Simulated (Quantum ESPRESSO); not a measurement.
# Rh (Fm-3m) in Quantum ESPRESSO: notebook

Runs on Rh. Level: r2SCAN. Tasks: single point, equation of state.

Program: Quantum ESPRESSO 7.5. These are calculated values, not measurements. Logs are shortened: lines on timing, memory, paths and dates and some standing lists are left out, and cuts for length are marked.

**What was measured.**

“Thermal equation of state of rhodium characterized by XRD in a resistively heated diamond anvil cell”, 2024, pmc:11535440 quotes, for a bulk crystal of Rh: bulk modulus 264 ± 1 GPa.

The runs below are set against these values where they give the same quantity.

## 1. The structure

It takes space group Fm-3m (No. 225, cubic). The conventional cell has a = 3.796 Å, b = 3.796 Å, c = 3.796 Å, α = 90.00°, β = 90.00°, γ = 90.00°. Around Rh (site symmetry m-3m) lie 12 Rh at 2.68 Å.

## 2. Single point, r2SCAN, 12.85 Å³/atom

Input file pw.in:

```
&CONTROL
  calculation = 'scf'
  prefix = 'pwscf'
  outdir = './tmp'
  pseudo_dir = './pseudo'
  tprnfor = .true.
  tstress = .true.
  disk_io = 'nowf'
/
&SYSTEM
  ibrav = 0
  nat = 1
  ntyp = 1
  ecutwfc = 70
  nbnd = 15
  input_dft = 'r2scan'
  occupations = 'smearing'
  smearing = 'fd'
  degauss = 0.00367493
  nosym = .true.
  nr1 = 32
  nr2 = 32
  nr3 = 32
/
&ELECTRONS
  conv_thr = 1d-08
  electron_maxstep = 120
  mixing_beta = 0.5
/
ATOMIC_SPECIES
Rh   102.9055 Rh_ONCV_PBE-1.2.upf
CELL_PARAMETERS angstrom
   0.0000000000    1.8591074964    1.8591074964
   1.8591074964    0.0000000000    1.8591074964
   1.8591074964    1.8591074964    0.0000000000
ATOMIC_POSITIONS crystal
Rh     0.0000000000    0.0000000000    0.0000000000
K_POINTS automatic
9 9 9 0 0 0
```

Potentials or basis: SG15 PBE 1.2.

Started as:

```bash
$ OMP_NUM_THREADS=1 mpirun -n 2 pw.x -nk 2 -in pw.in > pw.out
```

pw.out:

```text
This program is part of the open-source Quantum ESPRESSO suite
     for quantum simulation of materials; please cite
         "P. Giannozzi et al., J. Phys.:Condens. Matter 21 395502 (2009);
         "P. Giannozzi et al., J. Phys.:Condens. Matter 29 465901 (2017);
         "P. Giannozzi et al., J. Chem. Phys. 152 154105 (2020);
     in publications or presentations arising from this work. More details at

     IMPORTANT: XC functional enforced from input :
     Exchange-correlation= R2SCAN
                           (   0   0   0   0   0 497 498)
     Any further DFT definition will be discarded
     Please, verify this is what you really want

     K-points division:     npool     =       2
     Subspace diagonalization in iterative solution of the eigenvalue problem:
     a serial algorithm will be used

     G-vector sticks info
     --------------------
     sticks:   dense  smooth     PW     G-vecs:    dense   smooth      PW
     Sum         475     475    163                 6855     6855    1363

     Using Slab Decomposition

     bravais-lattice index     =            0
     lattice parameter (alat)  =       4.9684  a.u.
     unit-cell volume          =      86.7242 (a.u.)^3
     number of atoms/cell      =            1
     number of atomic types    =            1
     number of electrons       =        17.00
     number of Kohn-Sham states=           15
     kinetic-energy cutoff     =      70.0000  Ry
     charge density cutoff     =     280.0000  Ry
     scf convergence threshold =      1.0E-08
     mixing beta               =       0.5000
     number of iterations used =            8  plain     mixing
     Exchange-correlation= R2SCAN
                           (   0   0   0   0   0 497 498)

     celldm(1)=   4.968421  celldm(2)=   0.000000  celldm(3)=   0.000000
     celldm(4)=   0.000000  celldm(5)=   0.000000  celldm(6)=   0.000000

     crystal axes: (cart. coord. in units of alat)
               a(1) = (   0.000000   0.707107   0.707107 )
               a(2) = (   0.707107   0.000000   0.707107 )
               a(3) = (   0.707107   0.707107   0.000000 )

     reciprocal axes: (cart. coord. in units 2 pi/alat)
               b(1) = ( -0.707107  0.707107  0.707107 )
               b(2) = (  0.707107 -0.707107  0.707107 )
               b(3) = (  0.707107  0.707107 -0.707107 )

     PseudoPot. # 1 for Rh read from file:
     Rh_ONCV_PBE-1.2.upf
     Pseudo is Norm-conserving, Zval = 17.0
     Generated using ONCVPSP code by D. R. Hamann
     Using radial grid of  602 points,  6 beta functions with:
                l(1) =   0
                l(2) =   0
                l(3) =   1
                l(4) =   1
                l(5) =   2
                l(6) =   2

     atomic species   valence    mass     pseudopotential
     Rh               17.00   102.90550     Rh( 1.00)

     No symmetry found

   Cartesian axes

     site n.     atom                  positions (alat units)
         1        Rh     tau(   1) = (   0.0000000   0.0000000   0.0000000  )

     number of k points=   365  Fermi-Dirac smearing, width (Ry)=  0.0037

     Number of k-points >= 100: set verbosity='high' to print them.

     Dense  grid:     6855 G-vectors     FFT dimensions: (  32,  32,  32)

     WARNING: libxc functional with ID  497 depends
      on external parameters: check the user_guide of
      QE if you need to modify them or to check their
      default values.

     WARNING: libxc functional with ID  498 depends
      on external parameters: check the user_guide of
      QE if you need to modify them or to check their
      default values.

     Initial potential from superposition of free atoms

     starting charge      16.9481, renormalised to      17.0000
     Starting wfcs are random

     Self-consistent Calculation

     iteration #  1     ecut=    70.00 Ry     beta= 0.50
     Davidson diagonalization with overlap
     ethr =  1.00E-02,  avg # of iterations =  7.4

     total energy              =    -217.04145589 Ry
     estimated scf accuracy    <      10.62754131 Ry

     iteration #  2     ecut=    70.00 Ry     beta= 0.50
     Davidson diagonalization with overlap
     ethr =  1.00E-02,  avg # of iterations =  1.0

     total energy              =    -217.08240343 Ry
     estimated scf accuracy    <       2.40148696 Ry

     iteration #  3     ecut=    70.00 Ry     beta= 0.50
     Davidson diagonalization with overlap
     ethr =  1.00E-02,  avg # of iterations =  1.0

     total energy              =    -217.08359559 Ry
     estimated scf accuracy    <       0.01429030 Ry

     iteration #  4     ecut=    70.00 Ry     beta= 0.50
     Davidson diagonalization with overlap
     ethr =  8.41E-05,  avg # of iterations =  1.8

     total energy              =    -217.08365872 Ry
     estimated scf accuracy    <       0.00015045 Ry

     iteration #  5     ecut=    70.00 Ry     beta= 0.50
     Davidson diagonalization with overlap
     ethr =  8.85E-07,  avg # of iterations =  3.7

     total energy              =    -217.08366266 Ry
     estimated scf accuracy    <       0.00000417 Ry

     iteration #  6     ecut=    70.00 Ry     beta= 0.50
     Davidson diagonalization with overlap
     ethr =  2.46E-08,  avg # of iterations =  1.9

     total energy              =    -217.08366295 Ry
     estimated scf accuracy    <       0.00000056 Ry

     iteration #  7     ecut=    70.00 Ry     beta= 0.50
     Davidson diagonalization with overlap
     ethr =  3.31E-09,  avg # of iterations =  1.0

     total energy              =    -217.08366297 Ry
     estimated scf accuracy    <       0.00000007 Ry

     iteration #  8     ecut=    70.00 Ry     beta= 0.50
     Davidson diagonalization with overlap
     ethr =  4.31E-10,  avg # of iterations =  1.0

     End of self-consistent calculation

     Number of k-points >= 100: set verbosity='high' to print the bands.

     the Fermi energy is    25.0561 ev

!    total energy              =    -217.08366297 Ry
     estimated scf accuracy    <          4.7E-09 Ry
     smearing contrib. (-TS)   =      -0.00067647 Ry
     internal energy E=F+TS    =    -217.08298650 Ry

     The total energy is F=E-TS. E is the sum of the following terms:
     one-electron contribution =     -38.78557044 Ry
     hartree contribution      =      32.33692180 Ry
     xc contribution           =     -22.05645599 Ry
     ewald contribution        =    -188.57788186 Ry

     convergence has been achieved in   8 iterations

     Forces acting on atoms (cartesian axes, Ry/au):

     atom    1 type  1   force =     0.00000000    0.00000000    0.00000000

     Total force =     0.000000     Total SCF correction =     0.000008

     Computing stress (Cartesian axis) and pressure

          total   stress  (Ry/bohr**3)                   (kbar)     P=      195.78
   0.00133087  -0.00000000   0.00000000          195.78       -0.00        0.00
  -0.00000000   0.00133089   0.00000001           -0.00      195.78        0.00
   0.00000000   0.00000001   0.00133089            0.00        0.00      195.78

=------------------------------------------------------------------------------=
   JOB DONE.
=------------------------------------------------------------------------------=
```

Wall time 96 s (2 MPI ranks of Arm Neoverse V1, shared host); peak memory 0.18 GiB.

Results:

```
Free energy            : -2953.5737 eV
Pressure               : 19.6 GPa
Band gap on the k mesh : none (metal or under the smearing width)
```

Caveat: the k mesh is coarse; the potentials were made for another functional, which shifts forces and pressure.

## 3. Single point, r2SCAN, 13.12 Å³/atom

pw.in, as its differences from that of step 2:

```diff
@@ -32,5 +32,5 @@
 CELL_PARAMETERS angstrom
-   0.0000000000    1.8591074964    1.8591074964
-   1.8591074964    0.0000000000    1.8591074964
-   1.8591074964    1.8591074964    0.0000000000
+   0.0000000000    1.8722002341    1.8722002341
+   1.8722002341    0.0000000000    1.8722002341
+   1.8722002341    1.8722002341    0.0000000000
 ATOMIC_POSITIONS crystal
```

Potentials or basis: SG15 PBE 1.2.

Started as:

```bash
$ OMP_NUM_THREADS=1 mpirun -n 2 pw.x -nk 2 -in pw.in > pw.out
```

It took 98 s on 2 MPI ranks of Arm Neoverse V1, shared host; peak memory 0.18 GiB.

The run converged. Its results:

* Free energy: -2953.6008 eV
* Pressure: 11.9 GPa
* Band gap on the k mesh: none (metal or under the smearing width)

Caveat: the k mesh is coarse; the potentials were made for another functional, which shifts forces and pressure.

## 4. Single point, r2SCAN, 13.40 Å³/atom

pw.in, as its differences from that of step 3:

```diff
@@ -32,5 +32,5 @@
 CELL_PARAMETERS angstrom
-   0.0000000000    1.8722002341    1.8722002341
-   1.8722002341    0.0000000000    1.8722002341
-   1.8722002341    1.8722002341    0.0000000000
+   0.0000000000    1.8851123679    1.8851123679
+   1.8851123679    0.0000000000    1.8851123679
+   1.8851123679    1.8851123679    0.0000000000
 ATOMIC_POSITIONS crystal
```

Started as:

```bash
$ OMP_NUM_THREADS=1 mpirun -n 2 pw.x -nk 2 -in pw.in > pw.out
```

Run time: 96 s. Hardware: 2 MPI ranks of Arm Neoverse V1, shared host; peak memory 0.18 GiB.

It converged, with:

```yaml
Free_energy: -2953.6154 eV
Pressure: 5.0 GPa
Band_gap_on_the_k_mesh: none (metal or under the smearing width)
```

Caveat: the k mesh is coarse; the potentials were made for another functional, which shifts forces and pressure.

## 5. Single point, r2SCAN, 13.67 Å³/atom

pw.in, as its differences from that of step 4:

```diff
@@ -32,5 +32,5 @@
 CELL_PARAMETERS angstrom
-   0.0000000000    1.8851123679    1.8851123679
-   1.8851123679    0.0000000000    1.8851123679
-   1.8851123679    1.8851123679    0.0000000000
+   0.0000000000    1.8978500000    1.8978500000
+   1.8978500000    0.0000000000    1.8978500000
+   1.8978500000    1.8978500000    0.0000000000
 ATOMIC_POSITIONS crystal
```

Started as:

```bash
$ OMP_NUM_THREADS=1 mpirun -n 2 pw.x -nk 2 -in pw.in > pw.out
```

Wall time 98 s (2 MPI ranks of Arm Neoverse V1, shared host); peak memory 0.18 GiB.

It converged, with:

| Property | Result |
| --- | --- |
| Free energy | -2953.6191 eV |
| Pressure | -1.0 GPa |
| Band gap on the k mesh | none (metal or under the smearing width) |

Caveat: the k mesh is coarse; the potentials were made for another functional, which shifts forces and pressure.

## 6. Single point, r2SCAN, 13.94 Å³/atom

pw.in, as its differences from that of step 5:

```diff
@@ -32,5 +32,5 @@
 CELL_PARAMETERS angstrom
-   0.0000000000    1.8978500000    1.8978500000
-   1.8978500000    0.0000000000    1.8978500000
-   1.8978500000    1.8978500000    0.0000000000
+   0.0000000000    1.9104189093    1.9104189093
+   1.9104189093    0.0000000000    1.9104189093
+   1.9104189093    1.9104189093    0.0000000000
 ATOMIC_POSITIONS crystal
```

Potentials or basis: SG15 PBE 1.2.

Started as:

```bash
$ OMP_NUM_THREADS=1 mpirun -n 2 pw.x -nk 2 -in pw.in > pw.out
```

Wall time 97 s (2 MPI ranks of Arm Neoverse V1, shared host); peak memory 0.18 GiB.

Results (log left out):

```
Free energy            : -2953.6131 eV
Pressure               : -6.3 GPa
Band gap on the k mesh : none (metal or under the smearing width)
```

Caveat: the k mesh is coarse; the potentials were made for another functional, which shifts forces and pressure.

## 7. Single point, r2SCAN, 14.22 Å³/atom

pw.in, as its differences from that of step 6:

```diff
@@ -32,5 +32,5 @@
 CELL_PARAMETERS angstrom
-   0.0000000000    1.9104189093    1.9104189093
-   1.9104189093    0.0000000000    1.9104189093
-   1.9104189093    1.9104189093    0.0000000000
+   0.0000000000    1.9228245745    1.9228245745
+   1.9228245745    0.0000000000    1.9228245745
+   1.9228245745    1.9228245745    0.0000000000
 ATOMIC_POSITIONS crystal
```

Started as:

```bash
$ OMP_NUM_THREADS=1 mpirun -n 2 pw.x -nk 2 -in pw.in > pw.out
```

It took 99 s on 2 MPI ranks of Arm Neoverse V1, shared host; peak memory 0.18 GiB.

Results (log left out):

- Free energy: -2953.5985 eV
- Pressure: -11.0 GPa
- Band gap on the k mesh: none (metal or under the smearing width)

Caveat: the k mesh is coarse; the potentials were made for another functional, which shifts forces and pressure.

## 8. Single point, r2SCAN, 14.49 Å³/atom

pw.in, as its differences from that of step 7:

```diff
@@ -32,5 +32,5 @@
 CELL_PARAMETERS angstrom
-   0.0000000000    1.9228245745    1.9228245745
-   1.9228245745    0.0000000000    1.9228245745
-   1.9228245745    1.9228245745    0.0000000000
+   0.0000000000    1.9350721950    1.9350721950
+   1.9350721950    0.0000000000    1.9350721950
+   1.9350721950    1.9350721950    0.0000000000
 ATOMIC_POSITIONS crystal
```

Started as:

```bash
$ OMP_NUM_THREADS=1 mpirun -n 2 pw.x -nk 2 -in pw.in > pw.out
```

Wall time 1.7 min (2 MPI ranks of Arm Neoverse V1, shared host); peak memory 0.18 GiB.

It converged, with:

```
Free energy            : -2953.5764 eV
Pressure               : -15.2 GPa
Band gap on the k mesh : none (metal or under the smearing width)
```

Caveat: the k mesh is coarse; the potentials were made for another functional, which shifts forces and pressure.

## 9. Equation of state, r2SCAN

Potentials or basis: SG15 PBE 1.2.

This step only gathers the single runs of the series.

What came out:

* Equilibrium volume: 13.63 Å³/atom
* Bulk modulus: 288 GPa
* Pressure derivative of the bulk modulus: 5.1

Energy against volume, from the lowest point:
| volume (Å³/atom) | energy (meV/atom) |
| --- | --- |
| 12.851 | 45.40 |
| 13.125 | 18.35 |
| 13.398 | 3.69 |
| 13.671 | 0.00 |
| 13.945 | 6.03 |
| 14.218 | 20.60 |
| 14.492 | 42.75 |

Caveat: the k mesh is coarse; the potentials were made for another functional, which shifts forces and pressure.

## 10. Against experiment

Step 9. A measured bulk modulus of Rh is 264 GPa (quoted in “Thermal equation of state of rhodium characterized by XRD in a resistively heated diamond anvil cell”, 2024, pmc:11535440); the calculated 288 GPa misses it by +9.0 %. The fit is for a static lattice scaled at fixed shape and fixed fractional positions.
